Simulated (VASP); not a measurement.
Write the native input for VASP 6.6.1 that does the following.

* Task: atomic charges
* Functional: r2SCAN
* Dispersion: rVV10
* Potentials or basis: VASP PAW PBE potentials, release 64 (Cs_sv, H)
* Cutoff: 520 eV
* k mesh: 5 × 5 × 5
* Occupations: tetrahedron
* Spin: non-collinear spin, ferromagnetic start, spin-orbit coupling
* Starting moments: [[0.5, 0.0, 0.0], [0.0, 0.0, 0.0]] μB
* Further INCAR settings: ALGO = Normal; EDIFF = 1e-06

The structure of CsH lies in POSCAR:

```
CsH
1.0
    3.8184085400      0.0000000000      0.0000000000
    0.0000000000      3.8184085400      0.0000000000
    0.0000000000      0.0000000000      3.8184085400
Cs H
1 1
Cartesian
    3.5210875481      0.1656015146      3.6082268002
    2.2065252619      1.7436027554      2.1193860098
```

The cell comes from a database or a generator and needn't be the stable form of this composition.

The cell isn't the ideal one: all Cs atoms moved 0.8 Å in one direction.

One way to write it, as run:

INCAR

```
ALGO = Normal ; BPARAM = 11.95
CPARAM = 0.0093 ; EDIFF = 1E-6
ENCUT = 520 ; GGA_COMPAT = F
ISIF = 2 ; ISMEAR = -5
IVDW_NL = 2 ; LASPH = T
LCHARG = T ; LMIXTAU = T
LORBIT = 10 ; LORBMOM = T
LREAL = F ; LSORBIT = T
LUSE_VDW = T ; LVHAR = T
LWAVE = F ; MAGMOM = 0.5 0 0 0 0 0
METAGGA = R2SCAN ; NELM = 60
PREC = Accurate ; SIGMA = 0.05
```

KPOINTS

```
k-points
0
Gamma
  5 5 5
```

Potentials or basis: VASP PAW PBE potentials, release 64 (Cs_sv, H).

Command:

```console
$ cat potpaw_PBE.64/Cs_sv/POTCAR potpaw_PBE.64/H/POTCAR > POTCAR
$ mpirun -np 1 vasp_ncl > vasp.out
```

Results of the run:

The pressure is 1.5 GPa. The largest force is 0.844 eV/Å and the net moment is 0.00 μB per cell. The valence electrons inside the program's atomic spheres are Cs 6.61; H 0.50.

Caveat: the PAW data sets were made with another functional, which shifts forces and pressure a little.

It took 9.7 min on 1 thread of Intel(R) Xeon(R) 6975P-C (Granite Rapids), on a shared host, peak memory 0.53 GiB.
